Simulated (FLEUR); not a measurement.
# HgTe (I-4m2) in FLEUR: band structure with r2SCAN

Aim: the band structure of HgTe with r2SCAN.

All numbers are computed with FLEUR MaX-R8.1 (later development tree); they aren't measurements. Logs are shortened: lines on timing, memory, paths and dates and some standing lists are left out, and cuts for length are marked.

## 1. The crystal as given

The structure is tetragonal, space group I-4m2 (No. 119). Conventional cell: a = 6.091 Å, b = 6.091 Å, c = 3.119 Å, α = 90.00°, β = 90.00°, γ = 90.00°. Hg (site symmetry -4m2) is surrounded by 2 Hg at 3.12 Å and 4 Te at 3.14 Å. Te (site symmetry -4m2) has 2 Te at 3.12 Å and 4 Hg at 3.14 Å as nearest neighbours.

Measurements of this composition are mostly on another form, of space group No. 216.

## 2. Band structure, r2SCAN

File inp.xml:

```xml
<?xml version="1.0" encoding="UTF-8" standalone="no"?>
<fleurInput fleurInputVersion="0.39">
   <comment>
      HgTe                                                                                                
   </comment>
   <calculationSetup>
      <cutoffs Kmax="4.1" Gmax="12.7" GmaxXC="12.7" numbands="0"/>
      <scfLoop itmax="80" minDistance="0.0001" maxIterBroyd="30" imix="Anderson" alpha="0.05" precondParam="0.0" spinf="2.0" sdNocoIR="T"/>
      <coreElectrons ctail="F" frcor="F" kcrel="0" coretail_lmax="0"/>
      <xcFunctional name="LibXC" relativisticCorrections="F">
         <LibXCName exchange="mgga_x_r2scan" correlation="mgga_c_r2scan"/>
         <AuxGGA exchange="117" correlation="130"/>
      </xcFunctional>
      <magnetism jspins="1"/>
      <soc l_soc="F" theta="0.0" phi="0.0" spav="F"/>
      <expertModes spex="0" secvar="F"/>
      <geometryOptimization l_f="F" forcealpha="1.0" forcemix="BFGS" epsdisp="0.00001" epsforce="0.00001"/>
      <ldaU l_linMix="F" mixParam="0.05" spinf="1.0"/>
   </calculationSetup>
   <cell>
      <bzIntegration valenceElectrons="42.0" mode="hist" fermiSmearingEnergy="0.00183747">
         <kPointListSelection listName="default-1"/>
         <!-- k-points included here -->
         <xi:include xmlns:xi="http://www.w3.org/2001/XInclude" href="kpts.xml"> </xi:include>
      </bzIntegration>
[... 33 lines left out ...]
         </electronConfig>
         <energyParameters s="5" p="5" d="5" f="4"/>
         <lo type="SCLO" l="1" n="4" eDeriv="0"/>
         <lo type="SCLO" l="1" n="4" eDeriv="1"/>
         <lo type="SCLO" l="2" n="4" eDeriv="0"/>
         <lo type="SCLO" l="2" n="4" eDeriv="1"/>
         <lo type="SCLO" l="0" n="5" eDeriv="2"/>
         <lo type="SCLO" l="3" n="4" eDeriv="2"/>
      </species>
   </atomSpecies>
   <atomGroups>
      <atomGroup species="Mercury (Hg)">
         <relPos label="                   1">-1.000/4.000 1.000/4.000 1.000/2.000</relPos>
         <force calculate="T" relaxXYZ="TTT"/>
      </atomGroup>
      <atomGroup species="Tellurium (Te)">
         <relPos label="                   2">.0000000000 .0000000000 .0000000000</relPos>
         <force calculate="T" relaxXYZ="TTT"/>
      </atomGroup>
   </atomGroups>
   <output dos="F" band="F" slice="F">
      <checks vchk="F" cdinf="F"/>
      <bandDOS minEnergy="-.5*Htr" maxEnergy="0.5*Htr" sigma="0.015" storeEVData="T"/>
      <vacuumDOS vacdos="F" integ="F" star="F" nstars="0" locx1="0.0" locy1="0.0" locx2="0.0" locy2="0.0" nstm="0" tworkf="0.0"/>
      <unfoldingBand unfoldBand="F" supercellX="1" supercellY="1" supercellZ="1"/>
      <plotting iplot="0" polar="F">
         <plot TwoD="T" vec1="  1.0  0.0  0.0" vec2="  0.0  1.0  0.0" vec3="  0.0  0.0  1.0" zero="  0.0  0.0  0.0" file="plot"/>
      </plotting>
      <chargeDensitySlicing numkpt="0" minEigenval="0.0" maxEigenval="0.0" nnne="0" pallst="F"/>
      <specialOutput eonly="F"/>
      <moessbauerParams electricFieldGradient="T" isomerShift="T" coreHyperfine="T" valenceHyperfine="T"/>
      <magneticCircularDichroism mcd="F" energyLo="-10.0" energyUp="0.0"/>
   </output>
  <!-- We include the file relax.xml here to enable relaxations (see documentation) -->
  <xi:include xmlns:xi="http://www.w3.org/2001/XInclude" href="relax.xml"> <xi:fallback/> </xi:include>
</fleurInput>
```

File crystal.txt:

```
HgTe
&input cartesian=F /
-3.0456030000  3.0456030000  1.5594100000
3.0456030000  -3.0456030000  1.5594100000
3.0456030000  3.0456030000  -1.5594100000
1.8897261246
1.0 1.0 1.0

2
80 0.7500000000  0.2500000000  0.5000000000
52 0.0000000000  0.0000000000  0.0000000000

&kpt div1=10 div2=10 div3=10 gamma=T /
```

File inp.xml (bands):

```
<?xml version="1.0" encoding="UTF-8" standalone="no"?>
<fleurInput fleurInputVersion="0.39">
   <comment>
      HgTe                                                                                                
   </comment>
   <calculationSetup>
      <cutoffs Kmax="4.1" Gmax="12.7" GmaxXC="12.7" numbands="0"/>
      <scfLoop itmax="80" minDistance="0.0001" maxIterBroyd="30" imix="Anderson" alpha="0.05" precondParam="0.0" spinf="2.0" sdNocoIR="T"/>
      <coreElectrons ctail="F" frcor="F" kcrel="0" coretail_lmax="0"/>
      <xcFunctional name="LibXC" relativisticCorrections="F">
         <LibXCName exchange="mgga_x_r2scan" correlation="mgga_c_r2scan"/>
         <AuxGGA exchange="117" correlation="130"/>
      </xcFunctional>
      <magnetism jspins="1"/>
      <soc l_soc="F" theta="0.0" phi="0.0" spav="F"/>
      <expertModes spex="0" secvar="F"/>
      <geometryOptimization l_f="F" forcealpha="1.0" forcemix="BFGS" epsdisp="0.00001" epsforce="0.00001"/>
      <ldaU l_linMix="F" mixParam="0.05" spinf="1.0"/>
   </calculationSetup>
   <cell>
      <bzIntegration valenceElectrons="42.0" mode="hist" fermiSmearingEnergy="0.00183747">
         <kPointListSelection listName="path-1"/>
         <!-- k-points included here -->
         <xi:include xmlns:xi="http://www.w3.org/2001/XInclude" href="kpts.xml"> </xi:include>
      </bzIntegration>
      <!-- symmetry operations included here -->
[... 32 lines left out ...]
         </electronConfig>
         <energyParameters s="5" p="5" d="5" f="4"/>
         <lo type="SCLO" l="1" n="4" eDeriv="0"/>
         <lo type="SCLO" l="1" n="4" eDeriv="1"/>
         <lo type="SCLO" l="2" n="4" eDeriv="0"/>
         <lo type="SCLO" l="2" n="4" eDeriv="1"/>
         <lo type="SCLO" l="0" n="5" eDeriv="2"/>
         <lo type="SCLO" l="3" n="4" eDeriv="2"/>
      </species>
   </atomSpecies>
   <atomGroups>
      <atomGroup species="Mercury (Hg)">
         <relPos label="                   1">-1.000/4.000 1.000/4.000 1.000/2.000</relPos>
         <force calculate="T" relaxXYZ="TTT"/>
      </atomGroup>
      <atomGroup species="Tellurium (Te)">
         <relPos label="                   2">.0000000000 .0000000000 .0000000000</relPos>
         <force calculate="T" relaxXYZ="TTT"/>
      </atomGroup>
   </atomGroups>
   <output dos="F" band="T" slice="F">
      <checks vchk="F" cdinf="F"/>
      <bandDOS minEnergy="-.5*Htr" maxEnergy="0.5*Htr" sigma="0.015" storeEVData="T"/>
      <vacuumDOS vacdos="F" integ="F" star="F" nstars="0" locx1="0.0" locy1="0.0" locx2="0.0" locy2="0.0" nstm="0" tworkf="0.0"/>
      <unfoldingBand unfoldBand="F" supercellX="1" supercellY="1" supercellZ="1"/>
      <plotting iplot="0" polar="F">
         <plot TwoD="T" vec1="  1.0  0.0  0.0" vec2="  0.0  1.0  0.0" vec3="  0.0  0.0  1.0" zero="  0.0  0.0  0.0" file="plot"/>
      </plotting>
      <chargeDensitySlicing numkpt="0" minEigenval="0.0" maxEigenval="0.0" nnne="0" pallst="F"/>
      <specialOutput eonly="F"/>
      <moessbauerParams electricFieldGradient="T" isomerShift="T" coreHyperfine="T" valenceHyperfine="T"/>
      <magneticCircularDichroism mcd="F" energyLo="-10.0" energyUp="0.0"/>
   </output>
  <!-- We include the file relax.xml here to enable relaxations (see documentation) -->
  <xi:include xmlns:xi="http://www.w3.org/2001/XInclude" href="relax.xml"> <xi:fallback/> </xi:include>
</fleurInput>
```

Potentials or basis: all-electron, FLAPW.

Command:

```sh
$ inpgen -f crystal.txt -profile fastHighL
$ # inp.xml edited to the form shown
$ fleur_MPI
$ fleur_MPI   # second run, on inp.xml (bands)
```

Standard output:

```text
Welcome to FLEUR        (www.flapw.de)
      MaX-Release 8.1          (www.max-centre.eu)
 func_ids         498         497         498         497
 MetaGGA potential functional detected - V_tau will be computed
 Auxiliary Potential for radial basis: exchange=         117  correlation=         130
The functional 'Re-regularized SCAN exchange by Furness et al' is an exchange functional, it belongs to the 'MGGA' family and is defined in the reference(s):
[1] J. W. Furness, A. D. Kaplan, J. Ning, J. P. Perdew, and J. Sun.,  J. Phys. Chem. Lett. 11, 8208-8215 (2020)
[2] J. W. Furness, A. D. Kaplan, J. Ning, J. P. Perdew, and J. Sun.,  J. Phys. Chem. Lett. 11, 9248-9248 (2020)
The functional 'Re-regularized SCAN correlation by Furness et al' is a correlation functional, it belongs to the 'MGGA' family and is defined in the reference(s):
[1] J. W. Furness, A. D. Kaplan, J. Ning, J. P. Perdew, and J. Sun.,  J. Phys. Chem. Lett. 11, 8208-8215 (2020)
[2] J. W. Furness, A. D. Kaplan, J. Ning, J. P. Perdew, and J. Sun.,  J. Phys. Chem. Lett. 11, 9248-9248 (2020)
 Using same functional for VXC and EXC

 ========== k-point set info ==========
 Selected k-point list: default-1
 k-point list type: mesh
 10 x 10 x 10
 Number of k points: 102

 ------------Calculation Setup---------------------------
 Number of MPI-tasks      :            1
 Number of PE/node        :            1
 Number of OMP-threads    :            1
 Most efficient MPI parallelization for:
           1           2           3           6          17          34          51         102
 Additional eigenvalue parallelization possible
 Number of basis functions:          560
 Approximate size of matrices (H+S) per k-point:         0.009 GB
 --------------------------------------------------------
The functional 'Hammer, Hansen, and Norskov' is an exchange functional, it belongs to the 'GGA' family and is defined in the reference(s):
[1] B. Hammer, L. B. Hansen, and J. K. Nørskov.,  Phys. Rev. B 59, 7413 (1999)
The functional 'Perdew, Burke & Ernzerhof' is a correlation functional, it belongs to the 'GGA' family and is defined in the reference(s):
[1] J. P. Perdew, K. Burke, and M. Ernzerhof.,  Phys. Rev. Lett. 77, 3865 (1996)
[2] J. P. Perdew, K. Burke, and M. Ernzerhof.,  Phys. Rev. Lett. 78, 1396 (1997)
 Using same functional for VXC and EXC
 Using auxiliary GGA potential for the first iteration of MetaGGA calculation.
 Reset of history
 Reset of history
 Iteration:     1   Distance:      40.35664575 me/bohr^3
The functional 'Hammer, Hansen, and Norskov' is an exchange functional, it belongs to the 'GGA' family and is defined in the reference(s):
[1] B. Hammer, L. B. Hansen, and J. K. Nørskov.,  Phys. Rev. B 59, 7413 (1999)
The functional 'Perdew, Burke & Ernzerhof' is a correlation functional, it belongs to the 'GGA' family and is defined in the reference(s):
[1] J. P. Perdew, K. Burke, and M. Ernzerhof.,  Phys. Rev. Lett. 77, 3865 (1996)
[2] J. P. Perdew, K. Burke, and M. Ernzerhof.,  Phys. Rev. Lett. 78, 1396 (1997)
 Using same functional for VXC and EXC
 Iteration:     2   Distance:      38.23561174 me/bohr^3
The functional 'Hammer, Hansen, and Norskov' is an exchange functional, it belongs to the 'GGA' family and is defined in the reference(s):
[1] B. Hammer, L. B. Hansen, and J. K. Nørskov.,  Phys. Rev. B 59, 7413 (1999)
The functional 'Perdew, Burke & Ernzerhof' is a correlation functional, it belongs to the 'GGA' family and is defined in the reference(s):
[1] J. P. Perdew, K. Burke, and M. Ernzerhof.,  Phys. Rev. Lett. 77, 3865 (1996)
[2] J. P. Perdew, K. Burke, and M. Ernzerhof.,  Phys. Rev. Lett. 78, 1396 (1997)
 Using same functional for VXC and EXC
 Iteration:     3   Distance:      36.31452636 me/bohr^3
The functional 'Hammer, Hansen, and Norskov' is an exchange functional, it belongs to the 'GGA' family and is defined in the reference(s):
[1] B. Hammer, L. B. Hansen, and J. K. Nørskov.,  Phys. Rev. B 59, 7413 (1999)
The functional 'Perdew, Burke & Ernzerhof' is a correlation functional, it belongs to the 'GGA' family and is defined in the reference(s):
[1] J. P. Perdew, K. Burke, and M. Ernzerhof.,  Phys. Rev. Lett. 77, 3865 (1996)
[2] J. P. Perdew, K. Burke, and M. Ernzerhof.,  Phys. Rev. Lett. 78, 1396 (1997)
 Using same functional for VXC and EXC
 Iteration:     4   Distance:       3.87266626 me/bohr^3
The functional 'Hammer, Hansen, and Norskov' is an exchange functional, it belongs to the 'GGA' family and is defined in the reference(s):
[1] B. Hammer, L. B. Hansen, and J. K. Nørskov.,  Phys. Rev. B 59, 7413 (1999)
The functional 'Perdew, Burke & Ernzerhof' is a correlation functional, it belongs to the 'GGA' family and is defined in the reference(s):
[1] J. P. Perdew, K. Burke, and M. Ernzerhof.,  Phys. Rev. Lett. 77, 3865 (1996)
[2] J. P. Perdew, K. Burke, and M. Ernzerhof.,  Phys. Rev. Lett. 78, 1396 (1997)
 Using same functional for VXC and EXC
 Iteration:     5   Distance:       0.78027283 me/bohr^3
The functional 'Hammer, Hansen, and Norskov' is an exchange functional, it belongs to the 'GGA' family and is defined in the reference(s):
[1] B. Hammer, L. B. Hansen, and J. K. Nørskov.,  Phys. Rev. B 59, 7413 (1999)
The functional 'Perdew, Burke & Ernzerhof' is a correlation functional, it belongs to the 'GGA' family and is defined in the reference(s):
[1] J. P. Perdew, K. Burke, and M. Ernzerhof.,  Phys. Rev. Lett. 77, 3865 (1996)
[2] J. P. Perdew, K. Burke, and M. Ernzerhof.,  Phys. Rev. Lett. 78, 1396 (1997)
 Using same functional for VXC and EXC
 Iteration:     6   Distance:       0.69489600 me/bohr^3
The functional 'Hammer, Hansen, and Norskov' is an exchange functional, it belongs to the 'GGA' family and is defined in the reference(s):
[1] B. Hammer, L. B. Hansen, and J. K. Nørskov.,  Phys. Rev. B 59, 7413 (1999)
The functional 'Perdew, Burke & Ernzerhof' is a correlation functional, it belongs to the 'GGA' family and is defined in the reference(s):
[1] J. P. Perdew, K. Burke, and M. Ernzerhof.,  Phys. Rev. Lett. 77, 3865 (1996)
[2] J. P. Perdew, K. Burke, and M. Ernzerhof.,  Phys. Rev. Lett. 78, 1396 (1997)
 Using same functional for VXC and EXC
[... 26 lines left out ...]
[2] J. P. Perdew, K. Burke, and M. Ernzerhof.,  Phys. Rev. Lett. 78, 1396 (1997)
 Using same functional for VXC and EXC
 Iteration:    11   Distance:       0.00943662 me/bohr^3
The functional 'Hammer, Hansen, and Norskov' is an exchange functional, it belongs to the 'GGA' family and is defined in the reference(s):
[1] B. Hammer, L. B. Hansen, and J. K. Nørskov.,  Phys. Rev. B 59, 7413 (1999)
The functional 'Perdew, Burke & Ernzerhof' is a correlation functional, it belongs to the 'GGA' family and is defined in the reference(s):
[1] J. P. Perdew, K. Burke, and M. Ernzerhof.,  Phys. Rev. Lett. 77, 3865 (1996)
[2] J. P. Perdew, K. Burke, and M. Ernzerhof.,  Phys. Rev. Lett. 78, 1396 (1997)
 Using same functional for VXC and EXC
 Iteration:    12   Distance:       0.00146475 me/bohr^3
The functional 'Hammer, Hansen, and Norskov' is an exchange functional, it belongs to the 'GGA' family and is defined in the reference(s):
[1] B. Hammer, L. B. Hansen, and J. K. Nørskov.,  Phys. Rev. B 59, 7413 (1999)
The functional 'Perdew, Burke & Ernzerhof' is a correlation functional, it belongs to the 'GGA' family and is defined in the reference(s):
[1] J. P. Perdew, K. Burke, and M. Ernzerhof.,  Phys. Rev. Lett. 77, 3865 (1996)
[2] J. P. Perdew, K. Burke, and M. Ernzerhof.,  Phys. Rev. Lett. 78, 1396 (1997)
 Using same functional for VXC and EXC
 Iteration:    13   Distance:       0.00112573 me/bohr^3
The functional 'Hammer, Hansen, and Norskov' is an exchange functional, it belongs to the 'GGA' family and is defined in the reference(s):
[1] B. Hammer, L. B. Hansen, and J. K. Nørskov.,  Phys. Rev. B 59, 7413 (1999)
The functional 'Perdew, Burke & Ernzerhof' is a correlation functional, it belongs to the 'GGA' family and is defined in the reference(s):
[1] J. P. Perdew, K. Burke, and M. Ernzerhof.,  Phys. Rev. Lett. 77, 3865 (1996)
[2] J. P. Perdew, K. Burke, and M. Ernzerhof.,  Phys. Rev. Lett. 78, 1396 (1997)
 Using same functional for VXC and EXC
 Iteration:    14   Distance:       0.00026736 me/bohr^3
The functional 'Hammer, Hansen, and Norskov' is an exchange functional, it belongs to the 'GGA' family and is defined in the reference(s):
[1] B. Hammer, L. B. Hansen, and J. K. Nørskov.,  Phys. Rev. B 59, 7413 (1999)
The functional 'Perdew, Burke & Ernzerhof' is a correlation functional, it belongs to the 'GGA' family and is defined in the reference(s):
[1] J. P. Perdew, K. Burke, and M. Ernzerhof.,  Phys. Rev. Lett. 77, 3865 (1996)
[2] J. P. Perdew, K. Burke, and M. Ernzerhof.,  Phys. Rev. Lett. 78, 1396 (1997)
 Using same functional for VXC and EXC
 Iteration:    15   Distance:       0.00005727 me/bohr^3

 ********************************************************************
 Run finished successfully
 Stop message:
   all done
 ********************************************************************
```

Run time: 5.7 min. Hardware: 1 thread of Arm Neoverse V2, shared host; peak memory 0.14 GiB.

Results:

```yaml
Free_energy: -719926.8060 eV
Band_gap_along_the_path: none (metal or under the smearing width)
Valence_electrons_inside_the_program's_atomic_spheres: Hg 18.54; Te 20.02 (radii Hg 2.66, Te 2.66 bohr)
```

Levels at the corners of the path, in eV from the Fermi level:
| point | band 19 | band 20 | band 21 | band 22 | band 23 | band 24 |
| --- | --- | --- | --- | --- | --- | --- |
| Γ | -3.42 | -2.59 | -2.59 | 3.70 | 4.96 | 7.32 |
| X | -6.39 | -1.03 | 1.55 | 2.32 | 3.07 | 3.69 |
| M | -4.48 | -4.48 | -4.48 | 3.35 | 7.79 | 8.56 |
| Γ | -3.42 | -2.59 | -2.59 | 3.70 | 4.96 | 7.32 |
| Z | -3.93 | -2.30 | -2.30 | -2.07 | 4.34 | 6.07 |
| P | -4.79 | -3.00 | -1.82 | 2.35 | 3.35 | 5.73 |
| N | -4.80 | -2.08 | -1.22 | 0.00 | 3.42 | 4.14 |
| Z1 | -3.93 | -2.30 | -2.30 | -2.07 | 4.34 | 6.07 |
| M | -4.48 | -4.48 | -4.48 | 3.35 | 7.79 | 8.56 |
| X | -6.39 | -1.03 | 1.55 | 2.32 | 3.07 | 3.69 |
| P | -4.79 | -3.00 | -1.82 | 2.35 | 3.35 | 5.73 |

Core levels (eV from the Fermi level):
| atom | levels |
| --- | --- |
| 1 Hg | 1s1/2 -83048.7, 2s1/2 -14703.9, 2p1/2 -14103.8, 2p3/2 -12155.8, 3s1/2 -3486.4, 3p1/2 -3216.9, 3p3/2 -2785.4, 4s1/2 -764.1, 3d3/2 -2340.9, 3d5/2 -2248.5, 4p1/2 -648.6, 4p3/2 -544.4, 4d3/2 -356.2, 4d5/2 -336.8, 4f5/2 -94.6, 4f7/2 -90.4 |
| 2 Te | 1s1/2 -31604.5, 2s1/2 -4841.1, 2p1/2 -4534.9, 2p3/2 -4260.4, 3s1/2 -959.7, 3p1/2 -833.9, 3p3/2 -782.7, 4s1/2 -159.5, 3d3/2 -561.1, 3d5/2 -550.4 |

Caveat: the meta-GGA is that of a development version, with a GGA for the radial functions and cores and without core tails; spin-orbit coupling is left out, which moves the levels of the heavy elements.
